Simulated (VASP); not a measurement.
Runs of VASP 6.6.1 on CdO. Symmetry: Fm-3m, No. 225, cubic system. The conventional cell has a = 4.775 Å, b = 4.775 Å, c = 4.775 Å, α = 90.00°, β = 90.00°, γ = 90.00°. Cd (site symmetry m-3m) has 6 O at 2.39 Å as nearest neighbours. Around O (site symmetry m-3m) lie 6 Cd at 2.39 Å. 

| task | cell | gap on the mesh (eV) | pressure (GPa) |
| --- | --- | --- | --- |
| single point | a relaxed cell with its volume scaled by 1.09 | none | -8.9 |
| relaxation of cell and atoms | relaxed | none | 0.0 |
| single point | a relaxed cell with its volume scaled by 1.03 | none | (a) |
| single point | a relaxed cell with its volume scaled by 0.97 | none | 4.2 |

Alike in all rows: level PBE; potentials or basis VASP PAW PBE potentials, release 64 (Cd, O_h); no spin polarisation; k mesh 12 × 12 × 12; cutoff (eV) 900; smearing gaussian 0.02 eV.

**Question.** Estimate the missing entries.

**Answer.** (a) -3.5.

Caveats: the cutoff is under 1.25 times the usual one of these potentials, so pressure, stress and relaxed cells hold a basis-set (Pulay) error; this crystal is a semiconductor, whose small gap the functional closes, so the metal is an error of the method (some runs).

A k mesh can miss the band edges, and the runs leave out spin-orbit coupling on Cd.

A gap of «none» marks a metal or a gap under the smearing width.
